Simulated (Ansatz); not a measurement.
**Calculated field gradients at the nuclei for InAs under strain**

The cell is a structure deposited in the COD, relaxed with PBE at fixed cell and then changed (z stretched by 2 %, ions relaxed).

```cif
data_structure
_symmetry_space_group_name_H-M 'P 1'
_symmetry_Int_Tables_number 1
_cell_length_a 4.3267
_cell_length_b 4.3267
_cell_length_c 4.2837
_cell_angle_alpha 60.329
_cell_angle_beta 60.329
_cell_angle_gamma 59.343
_cell_volume 56.69
loop_
_atom_site_label
_atom_site_type_symbol
_atom_site_fract_x
_atom_site_fract_y
_atom_site_fract_z
_atom_site_occupancy
In1 In 0.00000 0.00000 0.00000 1
As2 As 0.25000 0.25000 0.25000 1
```

Atoms are numbered from 1 in the order listed; like atoms form one site, named after its first atom.

Computed with Ansatz: DFT, PBE, plane waves and PAW, scalar-relativistic, 420 eV cutoff, Γ-centred 13×13×13 k-points, Fermi–Dirac smearing 0.05 eV.

C_Q = eQV_zz/h, which is 24.18 MHz for Q = 1 b and V_zz = 10²¹ V/m²; η = (V_xx − V_yy)/V_zz. ν_Q = 3|C_Q|/[2I(2I − 1)].

115In: I = 9/2, Q = 772.0 mb; ⁷⁵As: I = 3/2, Q = 311.0 mb. Nuclear quadrupole moments: year-2017 set (Pyykkö).

```
site  atoms (order as listed)     first shell  C_Q (MHz)     η  ν_Q (MHz)
  In                        1  4 As at 2.64 Å      -13.6  0.00      0.566
  As                        2  4 In at 2.64 Å       3.69  0.00       1.85
```

An axis of threefold or higher order runs through In and As, so V_zz lies along it and η is zero.

The run finds no gap above 0.1 eV (a metal, or nearly one), so the gradients can move by 10 % or more with the k-mesh. Without spin–orbit coupling (the program notes it for In) the gradients can shift somewhat, as the gap is small. Semilocal functionals make gaps too small and can close them, so the real compound need not be a metal.

The relaxation (1 step) took 18 s of wall time (18 s of CPU time) and 0.6 GiB at its peak, on 1 thread of Intel Xeon Platinum 8488C (Sapphire Rapids) (x86_64; 16 cores open to the job, memory cap 3.0 GiB, no GPU), a shared host with a load of 0.2 a core.
